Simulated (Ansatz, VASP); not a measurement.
## One calculation of Pd, two programs

```
Pd
1.0
    -1.63639    1.63639    1.44276
     1.63639   -1.63639    1.44276
     1.63639    1.63639   -1.44276
Pd
1
Cartesian
  0.0000 0.0000 0.0000
```

Alike in both runs: functional PBE; k mesh 26 × 26 × 26; occupations gaussian, width 0.1 eV; no spin polarisation.

Ansatz relaxed the structure, and its values are those at the end. VASP's run is a single point on that final structure, the one shown.

|  | VASP | Ansatz |
| --- | --- | --- |
| version | VASP 6.6.1 | Ansatz 0.2.0 |
| potentials or method | VASP PAW PBE potentials, release 64 (Pd) | scalar-relativistic, plane waves, PAW |
| plane-wave cutoff (eV) | 520 | 420 |
| valence electrons in the cell | 10 | 18 |

|  | VASP | Ansatz | Ansatz less VASP |
| --- | --- | --- | --- |
| gap on the k mesh at the Fermi level (eV) | none | none | - |
| pressure (GPa) | -0.2 | 0.0 | +0.19 |

A gap of «none» marks a metal or a gap that the smearing closes. The functional is the same, so the differences come from potentials, cutoffs and numerics. The two sets of potentials don't hold the same shells in valence.
